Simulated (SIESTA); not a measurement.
A run of SIESTA 5.4.2 is set up as follows.

The input ZrB2.fdf:

```
SystemName                      ZrB2
SystemLabel                     ZrB2
NumberOfSpecies                 2
NumberOfAtoms                   3
%block ChemicalSpeciesLabel
  1  40 Zr
  2   5 B
%endblock ChemicalSpeciesLabel

LatticeConstant                 1.0 Ang
%block LatticeVectors
     3.1700000000     0.0000000000     0.0000000000
    -1.5850000000     2.7453005300     0.0000000000
     0.0000000000     0.0000000000     3.5330000000
%endblock LatticeVectors
AtomicCoordinatesFormat         Fractional
%block AtomicCoordinatesAndAtomicSpecies
     0.0000000000     0.0000000000     0.0000000000  1  Zr
     0.6666666667     0.3333333333     0.5000000000  2  B
     0.3333333333     0.6666666667     0.5000000000  2  B
%endblock AtomicCoordinatesAndAtomicSpecies

%block kgrid.MonkhorstPack
    7   0   0  0.0
    0   7   0  0.0
    0   0   6  0.0
%endblock kgrid.MonkhorstPack
XC.Functional                   GGA
XC.Authors                      PBE
PAO.BasisSize                   TZP
PAO.EnergyShift                 0.003 Ry
Mesh.Cutoff                     800 Ry
OccupationFunction              FD
ElectronicTemperature           0.05 eV
MaxSCFIterations                120
SCF.MustConverge                false
SCF.Mixer.Method                Pulay
SCF.Mixer.Weight                0.25
SCF.Mixer.History               8
SCF.DM.Tolerance                5.0e-05
SCF.H.Tolerance                 1.0e-03 eV
WriteForces                     true
Charge.Mulliken                 end
BandLinesScale                  ReciprocalLatticeVectors
%block BandLines
    1    0.000000   0.000000   0.000000  \Gamma
   10    0.500000   0.000000   0.000000  M
    6    0.333333   0.333333   0.000000  K
   12    0.000000   0.000000   0.000000  \Gamma
    8    0.000000   0.000000   0.500000  A
   10    0.500000   0.000000   0.500000  L
    6    0.333333   0.333333   0.500000  H
   12    0.000000   0.000000   0.500000  A
    1    0.500000   0.000000   0.500000  L
    8    0.500000   0.000000   0.000000  M
    1    0.333333   0.333333   0.000000  K
    8    0.333333   0.333333   0.500000  H
%endblock BandLines
%block PAO.Basis
  Zr 5
  n=4 0 2
    3.497 0.000
  n=5 0 3
    9.041 0.000 0.000
  n=4 1 2
    4.057 0.000
  n=5 1 1
    9.041
  n=4 2 3
    7.356 0.000 0.000
%endblock PAO.Basis
```

Potentials or basis: PseudoDojo 0.4 standard (PBE files), TZP (energy shift 0.003 Ry; two zetas on semicore shells).

Command:

```sh
$ siesta ZrB2.fdf > ZrB2.out 2>&1
```

(1) Predict the pressure.

(2) Estimate the band gap on the k mesh.

Results:

(1) 1.3 GPa.

(2) none (metal or under the smearing width).

Caveat: the basis of atomic orbitals isn't converged, which shifts pressures, moduli and gaps.
